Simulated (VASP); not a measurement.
# TiSe2 in VASP: a series of runs

Runs on TiSe2. Level: PBEsol. Tasks: single point, relaxation of the atoms.

The COD entry that gives the cell may itself be a prediction, so a difference from it is no test against experiment.

Program: VASP 6.6.1. These are calculated values, not measurements. Logs are shortened: lines on timing, memory, paths and dates and some standing lists are left out, and cuts for length are marked.

### Step 1. The slab as given

The cell holds a slab with vacuum, 9 atoms: a = 3.477 Å, b = 3.477 Å, c = 29.958 Å, α = 90.00°, β = 90.00°, γ = 120.00°.

### Step 2. Single point, PBEsol

The input, INCAR:

```
SYSTEM = TiSe2
ALGO = Normal
DIPOL = 0.5 0.5 0.500
EDIFF = 1E-6
ENCUT = 520
GGA = PS
ICORELEVEL = 1
IDIPOL = 3
ISIF = 2
ISMEAR = 1
KPAR = 4
LASPH = .True.
LCHARG = .False.
LDIPOL = .True.
LREAL = .False.
LVACPOTAV = .True.
LVHAR = .True.
LWAVE = .False.
NELM = 80
PREC = Accurate
SIGMA = 0.1
```

The input, KPOINTS:

```
k-points
0
Gamma
  12 12 1
  0 0 0
```

The input, POSCAR:

```
TiSe2
1.0
    3.4768805100      0.0000000000      0.0000000000
   -1.7384397400      3.0110665500      0.0000000000
    0.0000000000      0.0000000000     29.9580071900
Se Ti
6 3
Direct
    0.6666670000      0.3333340000      0.2503504300
    0.3333330000      0.6666660000      0.3536331100
    0.6666670000      0.3333340000      0.4483586600
    0.3333330000      0.6666660000      0.5516413400
    0.6666670000      0.3333340000      0.6463668900
    0.3333330000      0.6666660000      0.7496495700
    0.0000000000      0.0000000000      0.3019917700
    0.0000000000      0.0000000000      0.5000000000
    0.0000000000      0.0000000000      0.6980082300
```

Potentials or basis: VASP PAW PBE potentials, release 64 (Se, Ti_sv).

Launch:

```sh
$ cat potpaw_PBE.64/Se/POTCAR potpaw_PBE.64/Ti_sv/POTCAR > POTCAR
$ mpirun -np 4 vasp_std > vasp.out
```

OUTCAR:

```text
SYSTEM = TiSe2
   EDIFF = 1E-6
   ENCUT = 520
   GGA = PS
   ISIF = 2
   ISMEAR = 1
   LASPH = .True.
   LREAL = .False.
   NELM = 80
   PREC = Accurate

 ion  position               nearest neighbor table
   1  0.667  0.333  0.250-   7 2.53   7 2.53   7 2.53
   2  0.333  0.667  0.354-   7 2.53   7 2.53   7 2.53
   3  0.667  0.333  0.448-   8 2.53   8 2.53   8 2.53
   4  0.333  0.667  0.552-   8 2.53   8 2.53   8 2.53
   5  0.667  0.333  0.646-   9 2.53   9 2.53   9 2.53
   6  0.333  0.667  0.750-   9 2.53   9 2.53   9 2.53
   7  0.000  0.000  0.302-   2 2.53   1 2.53   2 2.53   1 2.53   2 2.53   1 2.53
   8  0.000  0.000  0.500-   4 2.53   3 2.53   4 2.53   3 2.53   3 2.53   4 2.53
   9  0.000  0.000  0.698-   5 2.53   6 2.53   5 2.53   6 2.53   5 2.53   6 2.53

  LATTYP: Found a hexagonal cell.
 ALAT       =     3.4768805100
 C/A-ratio  =     8.6163464933

  Lattice vectors:

 A1 = (   3.4768805100,   0.0000000000,   0.0000000000)
 A2 = (  -1.7384397400,   3.0110665500,   0.0000000000)
 A3 = (   0.0000000000,   0.0000000000,  29.9580071900)

Analysis of symmetry for initial positions (statically):
=====================================================================
 Subroutine PRICEL returns:
 Original cell was already a primitive cell.

 Routine SETGRP: Setting up the symmetry group for a
 hexagonal supercell.

 Subroutine GETGRP returns: Found 12 space group operations
 (whereof 12 operations were pure point group operations)
 out of a pool of 24 trial point group operations.

The static configuration has the point symmetry D_3d.

Analysis of symmetry for dynamics (positions and initial velocities):
=====================================================================
 Subroutine PRICEL returns:
 Original cell was already a primitive cell.

 Routine SETGRP: Setting up the symmetry group for a
 hexagonal supercell.

 Subroutine GETGRP returns: Found 12 space group operations
 (whereof 12 operations were pure point group operations)
 out of a pool of 24 trial point group operations.

The dynamic configuration has the point symmetry D_3d.

 Subroutine INISYM returns: Found 12 space group operations
 (whereof 12 operations are pure point group operations),
 and found     1 'primitive' translations

----------------------------------------------------------------------------------------

                                     Primitive cell

  volume of cell :     313.6339

  direct lattice vectors                    reciprocal lattice vectors
     3.476880510  0.000000000  0.000000000     0.287614141  0.166054069  0.000000000
    -1.738439740  3.011066550  0.000000000     0.000000000  0.332108236  0.000000000
     0.000000000  0.000000000 29.958007190     0.000000000  0.000000000  0.033380057

  length of vectors
     3.476880510  3.476879995 29.958007190     0.332108187  0.332108236  0.033380057

  position of ions in fractional coordinates (direct lattice)
     0.666667000  0.333334000  0.250350430
     0.333333000  0.666666000  0.353633110
     0.666667000  0.333334000  0.448358660
     0.333333000  0.666666000  0.551641340
     0.666667000  0.333334000  0.646366890
     0.333333000  0.666666000  0.749649570
     0.000000000  0.000000000  0.301991770
     0.000000000  0.000000000  0.500000000
     0.000000000  0.000000000  0.698008230

  ion indices of the primitive-cell ions
   primitive index   ion index
                 1           1
                 2           2
                 3           3
                 4           4
                 5           5
                 6           6
                 7           7
                 8           8
                 9           9

----------------------------------------------------------------------------------------

 KPOINTS: k-points

Automatic generation of k-mesh.
 Grid dimensions read from file:
 generate k-points for:   12   12    1

 Generating k-lattice:

  Cartesian coordinates                     Fractional coordinates (reciprocal lattice)
     0.023967845  0.013837839  0.000000000     0.083333333  0.000000000  0.000000000
     0.000000000  0.027675686  0.000000000     0.000000000  0.083333333  0.000000000
     0.000000000  0.000000000  0.033380057     0.000000000  0.000000000  1.000000000

  Length of vectors
     0.027675682  0.027675686  0.033380057

  Shift w.r.t. Gamma in fractional coordinates (k-lattice)
     0.000000000  0.000000000  0.000000000

 Subroutine IBZKPT returns following result:
 ===========================================

 Found     19 irreducible k-points:

 Following reciprocal coordinates:
            Coordinates               Weight
  0.000000  0.000000  0.000000      1.000000
  0.083333 -0.000000  0.000000      6.000000
  0.166667 -0.000000  0.000000      6.000000
  0.250000 -0.000000  0.000000      6.000000
  0.333333 -0.000000  0.000000      6.000000
  0.416667 -0.000000  0.000000      6.000000
[... 11 lines left out ...]
  0.333333  0.250000  0.000000     12.000000
  0.333333  0.333333  0.000000      2.000000
   k-points           NKPTS =     19   k-points in BZ     NKDIM =     19   number of bands    NBANDS=     43
   number of dos      NEDOS =    301   number of ions     NIONS =      9
   total plane-waves  NPLWV = 175616
   dimension x,y,z NGX =    28 NGY =   28 NGZ =  224
   dimension x,y,z NGXF=    56 NGYF=   56 NGZF=  448
   ions per type =               6   3
   NGX,Y,Z   is equivalent  to a cutoff of  13.39, 13.39, 12.43 a.u.
   NGXF,Y,Z  is equivalent  to a cutoff of  26.78, 26.78, 24.86 a.u.
 SYSTEM =  TiSe2
   PREC   = accura    normal or accurate (medium, high low for compatibility)
   ISTART =      0    job   : 0-new  1-cont  2-samecut
   ICHARG =      2    charge: 1-file 2-atom 10-const
   ISPIN  =      1    spin polarized calculation?
   LNONCOLLINEAR =      F non collinear calculations
   LSORBIT =      F    spin-orbit coupling
   LASPH  =      T    aspherical Exc in radial PAW
   ENCUT  =  520.0 eV  38.22 Ry    6.18 a.u.   6.46  6.46 55.70*2*pi/ulx,y,z
   NELM   =     80;   NELMIN=  2; NELMDL= -5     # of ELM steps
   EDIFF  = 0.1E-05   stopping-criterion for ELM
   LREAL  =      F    real-space projection
   EDIFFG = 0.1E-04   stopping-criterion for IOM
   NSW    =      0    number of steps for IOM
   IBRION =     -1    ionic relax: 0-MD 1-quasi-New 2-CG
   NFREE  =      0    steps in history (QN), initial steepest desc. (CG)
   ISIF   =      2    stress and relaxation
   ISYM   =      2    0-nonsym 1-usesym 2-fastsym
   POTIM  = 0.5000    time-step for ionic-motion
   TEBEG  =    0.0;   TEEND  =   0.0 temperature during run
   PSTRESS=    0.0 pullay stress
   NELECT =      72.0000    total number of electrons
   NUPDOWN=      -1.0000    fix difference up-down
   EMIN   =  10.00;   EMAX   =-10.00  energy-range for DOS
   EFERMI =   0.00;   METHOD = LEGACY
   ISMEAR =     1;   SIGMA  =   0.10  broadening in eV -4-tet -1-fermi 0-gaus
   EFERMI_NEDOS =   21; number of points for ismear=-14 and -15
   IALGO  =     38    algorithm
   IMIX   =      4    mixing-type and parameters
     AMIX     =   0.40;   BMIX     =  1.00
     AMIX_MAG =   1.60;   BMIX_MAG =  1.00
  volume/ion in A,a.u.               =      34.85       235.17
  Fermi-wavevector in a.u.,A,eV,Ry     =   1.002408  1.894277 13.671438  1.004822
  Thomas-Fermi vector in A             =   2.134894
   LORBIT       =      0    0 simple, 1 ext, 2 COOP (PROOUT), +10 PAW based schemes
   GGA     = PS    functional components
   LHFCALC =     F    Hartree Fock is set to
   AEXX    =    0.0000 exact exchange contribution
   IVDW    =     0    specifies the selected vdW correction
   LEPSILON=     F    determine dielectric tensor
   LRPA    =     F    only Hartree local field effects (RPA)
 non-spin polarized calculation
 Methfessel and Paxton  Order N= 1 SIGMA  =   0.10
  energy-cutoff  :      520.00
  volume of cell :      313.63
 maximum number of plane-waves:      8505
 NGX is ok and might be reduce to    28
   NGX = 13   NGY = 13   NGZ =111

 dipolmoment           0.000000      0.000000     -0.000000 electrons x Angstroem

 number of electron      72.0000009 magnetization

 dipolmoment           0.000000      0.000000      0.000000 electrons x Angstroem

 Free energy of the ion-electron system (eV)
  ---------------------------------------------------
  ext. energy  EPLUGINS =         0.00000000
  ---------------------------------------------------
  free energy    TOTEN  =       -58.29363169 eV

  energy without entropy =      -58.29229333  energy(sigma->0) =      -58.29318557

 the core state eigenenergies are
   1-  1s -12496.2359  2s  -1599.7736  2p  -1406.1186  3s   -206.5030  3p   -145.9761
       3d    -46.1688
   2-  1s -12496.3679  2s  -1599.9025  2p  -1406.2479  3s   -206.6318  3p   -146.1049
       3d    -46.2972
   3-  1s -12496.3551  2s  -1599.8895  2p  -1406.2348  3s   -206.6187  3p   -146.0919
       3d    -46.2842
   4-  1s -12496.3551  2s  -1599.8895  2p  -1406.2348  3s   -206.6187  3p   -146.0919
       3d    -46.2842
   5-  1s -12496.3679  2s  -1599.9025  2p  -1406.2479  3s   -206.6318  3p   -146.1049
       3d    -46.2972
   6-  1s -12496.2359  2s  -1599.7736  2p  -1406.1186  3s   -206.5030  3p   -145.9761
       3d    -46.1688
   7-  1s  -4862.8798  2s   -531.4524  2p   -438.7478
   8-  1s  -4862.8689  2s   -531.4336  2p   -438.7298
   9-  1s  -4862.8798  2s   -531.4524  2p   -438.7478

 E-fermi :   0.8363     XC(G=0):  -6.5313

 val. band max:        0.8121334460   @ k =   0.5000  -0.0000   0.0000
 cond. band min:       0.8472372302   @ k =   0.0833  -0.0000   0.0000
 fundamental gap:      0.0351037843
 Fermi energy:         0.8363380277

 k-point     1 :       0.0000    0.0000    0.0000
  band No.  band energies     occupation
      1     -56.4028      2.00000
      2     -56.4028      2.00000
      3     -56.3905      2.00000
      4     -32.7442      2.00000
      5     -32.7442      2.00000
      6     -32.7344      2.00000
[... 35 lines left out ...]
     42       1.5331     -0.00000
     43       1.8772     -0.00000
[... 787 lines left out ...]
      3     -56.3795      2.00000
      4     -32.7948      2.00000
      5     -32.7948      2.00000
      6     -32.7947      2.00000
[... 35 lines left out ...]
     42       2.3706     -0.00000
     43       2.3706     -0.00000

------------------------ aborting loop because EDIFF is reached ----------------------------------------

  FORCE on cell =-STRESS in cart. coord.  units (eV):
  Direction    XX          YY          ZZ          XY          YZ          ZX
  --------------------------------------------------------------------------------------
  -------------------------------------------------------------------------------------
  Total       -0.2148575     -0.2148574      0.4529584     -0.0000000      0.0000000      0.0000000
  in kB       -1.0975846     -1.0975844      2.3139066     -0.0000002      0.0000000      0.0000000
  external PRESSURE =       0.0395792 kB  Pullay stress =       0.0000000 kB

 VOLUME and BASIS-vectors are now :
 -----------------------------------------------------------------------------
  energy-cutoff  :      520.00
  volume of cell :      313.63
      direct lattice vectors                 reciprocal lattice vectors
     3.476880510  0.000000000  0.000000000     0.287614141  0.166054069  0.000000000
    -1.738439740  3.011066550  0.000000000     0.000000000  0.332108236  0.000000000
     0.000000000  0.000000000 29.958007190     0.000000000  0.000000000  0.033380057

 POSITION                                       TOTAL-FORCE (eV/Angst)
 -----------------------------------------------------------------------------------
      1.73844      1.00369      7.50000        -0.000000      0.000000     -0.074817
      0.00000      2.00738     10.59414        -0.000000      0.000000     -0.029316
      1.73844      1.00369     13.43193        -0.000000     -0.000000      0.002342
      0.00000      2.00738     16.52608         0.000000      0.000000     -0.002342
      1.73844      1.00369     19.36386         0.000000     -0.000000      0.029316
      0.00000      2.00738     22.45801         0.000000     -0.000000      0.074817
      0.00000      0.00000      9.04707        -0.000000      0.000000      0.076198
      0.00000      0.00000     14.97900        -0.000000      0.000000      0.000000
      0.00000      0.00000     20.91094        -0.000000      0.000000     -0.076198
 -----------------------------------------------------------------------------------
    total drift:                                0.000000      0.000000      0.000000

  FREE ENERGIE OF THE ION-ELECTRON SYSTEM (eV)
  ---------------------------------------------------
  free  energy   TOTEN  =       -58.2936316878 eV

  energy  without entropy=      -58.2922933307  energy(sigma->0) =      -58.29318557

 vacuum level on the upper side and lower side of the slab         6.225         6.225
```

Wall time 3.6 min (4 MPI ranks of Intel Xeon Platinum 8488C (Sapphire Rapids), shared host); peak memory 0.55 GiB.

Results:

```yaml
Free_energy: -58.2936 eV
Largest_force: 0.076 eV/Å
Band_gap_on_the_k_mesh: none (metal or under the smearing width)
Work_function_of_the_upper_face: 5.39 eV
Work_function_of_the_lower_face: 5.39 eV
```

Forces on the atoms (eV/Å):
```
Se   0.000  0.000 -0.075
Se   0.000  0.000 -0.029
Se   0.000  0.000  0.002
Se   0.000  0.000 -0.002
Se   0.000  0.000  0.029
Se   0.000  0.000  0.075
Ti   0.000  0.000  0.076
Ti   0.000  0.000  0.000
Ti   0.000  0.000 -0.076
```

Core levels (eV, on the scale of the bands):
```tsv
atom	levels
1 Se	1s -12496.2, 2s -1599.8, 2p -1406.1, 3s -206.5, 3p -146.0, 3d -46.2
2 Se	1s -12496.4, 2s -1599.9, 2p -1406.2, 3s -206.6, 3p -146.1, 3d -46.3
3 Se	1s -12496.4, 2s -1599.9, 2p -1406.2, 3s -206.6, 3p -146.1, 3d -46.3
4 Se	1s -12496.4, 2s -1599.9, 2p -1406.2, 3s -206.6, 3p -146.1, 3d -46.3
5 Se	1s -12496.4, 2s -1599.9, 2p -1406.2, 3s -206.6, 3p -146.1, 3d -46.3
6 Se	1s -12496.2, 2s -1599.8, 2p -1406.1, 3s -206.5, 3p -146.0, 3d -46.2
```

Caveat: the PAW data sets were made with another functional, which shifts forces and pressure a little.

### Step 3. Relaxation of the atoms, PBEsol

The input, INCAR:

```
SYSTEM = TiSe2
PREC = Accurate ; ENCUT = 520
EDIFF = 1E-6 ; ISMEAR = 1
SIGMA = 0.1 ; LREAL = .False.
LASPH = .True. ; NELM = 80
ALGO = Normal ; ISIF = 2
LWAVE = .False. ; LCHARG = .False.
LDIPOL = .True. ; IDIPOL = 3
DIPOL = 0.5 0.5 0.500 ; GGA = PS
IBRION = 2 ; NSW = 80
EDIFFG = -0.02 ; KPAR = 4
```

The input, KPOINTS:

```
Automatic mesh
0
Gamma
  12 12 1
  0 0 0
```

POSCAR is that of step 2.

Potentials or basis: VASP PAW PBE potentials, release 64 (Se, Ti_sv).

Launch:

```sh
$ cat potpaw_PBE.64/Se/POTCAR potpaw_PBE.64/Ti_sv/POTCAR > POTCAR
$ mpirun -np 4 vasp_std > vasp.out
```

Run time: 5.2 min. Hardware: 4 MPI ranks of Intel Xeon Platinum 8488C (Sapphire Rapids), shared host; peak memory 0.58 GiB.

The run converged. Its results:

| Item | Value |
| --- | --- |
| Free energy | -58.2943 eV |
| Energy gained by relaxing | 0.1 meV/atom |
| Ionic steps | 3 |
| Largest force after relaxing | 0.017 eV/Å |
| Band gap on the k mesh | none (metal or under the smearing width) |

Forces in eV/Å, atoms in the order of the input:
```
Se   0.000  0.000 -0.017
Se   0.000  0.000  0.003
Se   0.000  0.000  0.002
Se   0.000  0.000 -0.002
Se   0.000  0.000 -0.003
Se   0.000  0.000  0.017
Ti   0.000  0.000 -0.014
Ti   0.000  0.000  0.000
Ti   0.000  0.000  0.014
```

The path:
```
step  energy change (eV)  largest force (eV/Å)  pressure (GPa)
   1              0.0000                0.0762            0.00
   2             -0.0007                0.0232           -0.03
   3             -0.0007                0.0174           -0.03
```

Final structure:
```cif
data_structure
_symmetry_space_group_name_H-M 'P 1'
_symmetry_Int_Tables_number 1
_cell_length_a 3.4769
_cell_length_b 3.4769
_cell_length_c 29.9580
_cell_angle_alpha 90.000
_cell_angle_beta 90.000
_cell_angle_gamma 120.000
_cell_volume 313.63
loop_
_atom_site_label
_atom_site_type_symbol
_atom_site_fract_x
_atom_site_fract_y
_atom_site_fract_z
_atom_site_occupancy
Se1 Se 0.66667 0.33333 0.25022 1
Se2 Se 0.33333 0.66667 0.35358 1
Se3 Se 0.66667 0.33333 0.44836 1
Se4 Se 0.33333 0.66667 0.55164 1
Se5 Se 0.66667 0.33333 0.64642 1
Se6 Se 0.33333 0.66667 0.74979 1
Ti1 Ti 0.00000 0.00000 0.30213 1
Ti2 Ti 0.00000 0.00000 0.50000 1
Ti3 Ti 0.00000 0.00000 0.69787 1
```

Levels at points of the mesh, in eV from the Fermi level:
```tsv
k point	band 34	band 35	band 36	band 37	band 38	band 39
(0.00, 0.00, 0.00)	0.52	0.53	0.53	0.54	0.54	0.61
(0.50, 0.00, 0.00)	-1.20	-1.00	-0.86	-0.17	-0.02	0.06
```

Caveat: the PAW data sets were made with another functional, which shifts forces and pressure a little; without dispersion, layers of such crystals drift apart on relaxing, which shifts levels and gaps; volumes and pressures include the vacuum.

### Step 4. Single point, PBEsol

The input, INCAR:

```
SYSTEM = TiSe2
ALGO = Normal
DIPOL = 0.5 0.5 0.500
EDIFF = 1E-6
ENCUT = 520
GGA = PS
ICORELEVEL = 1
IDIPOL = 3
ISIF = 2
ISMEAR = 1
KPAR = 4
LASPH = .True.
LCHARG = .False.
LDIPOL = .True.
LREAL = .False.
LVACPOTAV = .True.
LVHAR = .True.
LWAVE = .False.
NELM = 80
PREC = Accurate
SIGMA = 0.1
```

The input, KPOINTS:

```
k-points
0
Gamma
  12 12 1
  0 0 0
```

The input, POSCAR:

```
TiSe2                                   
1.0
    3.4768805100      0.0000000000      0.0000000000
   -1.7384397400      3.0110665500      0.0000000000
    0.0000000000      0.0000000000     29.9580071900
  Se              Ti            
     6     3
Direct
     0.6666669999999968    0.3333340000000007    0.2502150174419897
     0.3333330000000032    0.6666659999999993    0.3535800496358268
     0.6666669999999968    0.3333340000000007    0.4483628993862177
     0.3333330000000032    0.6666659999999993    0.5516371006137822
     0.6666669999999968    0.3333340000000007    0.6464199503641732
     0.3333330000000032    0.6666659999999993    0.7497849825580104
     0.0000000000000000    0.0000000000000000    0.3021296823073601
     0.0000000000000000    0.0000000000000000    0.5000000000000000
     0.0000000000000000    0.0000000000000000    0.6978703176926399
```

Launch:

```sh
$ cat potpaw_PBE.64/Se/POTCAR potpaw_PBE.64/Ti_sv/POTCAR > POTCAR
$ mpirun -np 4 vasp_std > vasp.out
```

Wall time 3.4 min (4 MPI ranks of Intel Xeon Platinum 8488C (Sapphire Rapids), shared host); peak memory 0.54 GiB.

Results (log left out):

| Quantity | Value |
| --- | --- |
| Free energy | -58.2943 eV |
| Largest force | 0.017 eV/Å |
| Band gap on the k mesh | none (metal or under the smearing width) |
| Work function of the upper face | 5.40 eV |
| Work function of the lower face | 5.40 eV |

Forces on the atoms (eV/Å):
```
Se   0.000  0.000 -0.017
Se   0.000  0.000  0.004
Se   0.000  0.000  0.002
Se   0.000  0.000 -0.002
Se   0.000  0.000 -0.004
Se   0.000  0.000  0.017
Ti   0.000  0.000 -0.014
Ti   0.000  0.000  0.000
Ti   0.000  0.000  0.014
```

Levels at points of the mesh, in eV from the Fermi level:
```csv
k point,band 34,band 35,band 36,band 37,band 38,band 39
"(0.00, 0.00, 0.00)",0.52,0.53,0.53,0.54,0.54,0.61
"(0.50, 0.00, 0.00)",-1.20,-1.00,-0.86,-0.17,-0.02,0.06
```

Core levels (eV, on the scale of the bands):
```
atom                                                               levels
1 Se  1s -12496.2, 2s -1599.8, 2p -1406.1, 3s -206.5, 3p -146.0, 3d -46.2
2 Se  1s -12496.4, 2s -1599.9, 2p -1406.3, 3s -206.6, 3p -146.1, 3d -46.3
3 Se  1s -12496.4, 2s -1599.9, 2p -1406.2, 3s -206.6, 3p -146.1, 3d -46.3
4 Se  1s -12496.4, 2s -1599.9, 2p -1406.2, 3s -206.6, 3p -146.1, 3d -46.3
5 Se  1s -12496.4, 2s -1599.9, 2p -1406.3, 3s -206.6, 3p -146.1, 3d -46.3
6 Se  1s -12496.2, 2s -1599.8, 2p -1406.1, 3s -206.5, 3p -146.0, 3d -46.2
```

Caveat: the PAW data sets were made with another functional, which shifts forces and pressure a little.
